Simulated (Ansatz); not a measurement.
I need the levels without and with spin-orbit coupling of AlAs, space group F-43m. Use Ansatz's Python interface. Settings (first run): LDA, PAW, the default cutoff (420 eV here), 6×6×6 k-points, fixed occupations.

Contents of `alas.extxyz`:
```text
2
Lattice="0.0 2.8304 2.8304 2.8304 0.0 2.8304 2.8304 2.8304 0.0" Properties=species:S:1:pos:R:3 pbc="T T T"
Al    0.00000000    0.00000000    0.00000000
As    1.41520000    1.41520000    1.41520000
```

`soc.py`:
```python
import ansatz

XC = 'lda'
OCCUPATIONS = 'Fixed'


def main() -> None:
    structure = ansatz.Crystal.from_extxyz('alas.extxyz')

    setup = structure.calculation()
    setup = setup.functional(XC).kpoints(6)
    setup = setup.occupations(OCCUPATIONS).band_table()
    for label, variant in (('scalar-relativistic', setup), ('spin-orbit', setup.spin(soc=True))):
        rep = variant.run(threads=1).report
        zero = rep['band_edges_ev'][0] if rep.get('band_edges_ev') else rep['fermi_energy_ev']
        near = [round(e - zero, 3) for e in rep['eigenvalues_ev'][0] if abs(e - zero) < 4]
        print(label)
        print('  band edges (eV):', [round(e, 3) for e in rep.get('band_edges_ev') or []] or 'none reported')
        print('  levels at k =', rep['kpoints_frac'][0], 'within 4 eV of the zero:', near)


if __name__ == '__main__':
    main()
```

```console
$ python soc.py
DeckWarning: basis.ecutwfc = 420 eV, auto-derived from the records' recommended cutoffs: set by Al (normal level)
scalar-relativistic
  band edges (eV): [6.127, 7.473]
  levels at k = [0.0, 0.0, 0.0] within 4 eV of the zero: [-0.0, -0.0, 0.0, 1.846]
spin-orbit
  band edges (eV): [6.228, 7.473]
  levels at k = [0.0, 0.0, 0.0] within 4 eV of the zero: [-0.311, -0.311, -0.0, -0.0, -0.0, 0.0, 1.747, 1.747]
```
(Warnings from the package without file and line, repeats left out.)

What to keep in mind:
- The computed bands are complete only to about 4.2 eV above the Fermi level.
- The structure is a deposited one; some such entries were measured under pressure or heat, so a shift against it needn't be the functional's error alone.
- Levels are Kohn-Sham eigenvalues on this mesh.
- With spin-orbit coupling each level holds one electron and, with inversion or at time-reversal points, comes in pairs; a window in energy can cut a split set.
- Finished in 4.3 s on 1 thread of Intel(R) Xeon(R) Processor @ 2.30GHz, with other jobs on the host, peak memory 0.57 GiB.
